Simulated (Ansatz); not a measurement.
CoPtO2: changing the fixed moment of the cell

Symmetry: R-3m, No. 166, trigonal system. The conventional cell has a = 2.825 Å, b = 2.825 Å, c = 17.818 Å, α = 90.00°, β = 90.00°, γ = 120.00°. Pt (site symmetry -3m) is surrounded by 2 O at 2.00 Å. Around Co (site symmetry -3m) lie 6 O at 1.90 Å. O (site symmetry 3m) is surrounded by 3 Co at 1.90 Å and 1 Pt at 2.00 Å.

The cell is a database's computed one, not the measured one.

Kept alike: task single point; functional PBEsol; k mesh 9 × 9 × 9; occupations fermi-dirac, width 0.05 eV. Program: Ansatz, Ansatz PAW, cutoff 420 eV. The mesh is that of the run's cell of 4 atoms. No spin-orbit coupling.

| fixed moment of cell, M (μB) | pressure (GPa) | largest site moment (μB) | free energy over the lowest row (meV/atom) |
| --- | --- | --- | --- |
| 0 | -4.02 | 0.00 | 0.00 |
| 0.5 | -2.28 | 0.26 | 35.07 |
| 1 | 0.62 | 0.65 | 89.17 |
| 1.5 | 3.72 | 1.07 | 145.23 |
| 2 | 7.03 | 1.49 | 200.27 |
| 2.5 | 10.13 | 1.86 | 252.52 |
| 3 | 13.07 | 2.17 | 305.39 |
| 4 | 18.84 | 2.60 | 433.81 |

Pressure is positive in compression, with a Pulay correction for the finite cutoff. The runs hold the magnetic state that their start led to, which needn't be the lowest. Site moments count inside each atom's sphere or projector. All rows use potentials made for PBE.

The pressure rises from -4.02 to 18.84 GPa between 0 and 4 μB. The largest site moment rises from 0.00 to 2.60 μB between 0 and 4 μB. The free energy rises from 0.00 to 433.81 meV/atom between 0 and 4 μB.

Among the states computed, the one without moments is lowest, and every step towards larger moment costs energy, with no sign of a second, metastable high-moment minimum. This fits the usual picture of metallic PtCoO2: low-spin Co(III) with a filled t2g shell, beside Pt(I) layers whose broad conduction band gains too little exchange energy to polarise spontaneously.

The rise in pressure is probably a magnetovolume effect. Forcing a moment on octahedral Co moves electrons from t2g into the Co–O antibonding eg states, which weakens the bonds and favours a larger cell. The largest site moment stays below the cell moment in every magnetic row, so part of the polarisation lies elsewhere, plausibly in Pt and O states hybridised with Co.

The change of sign in the pressure between 0.5 and 1 μB doesn't mark a preferred moment; it shows only where the chosen volume happens to suit the imposed spin state. Since the high-moment states would gain energy by expanding, their cost at this fixed geometry isn't a relaxed spin-state splitting.
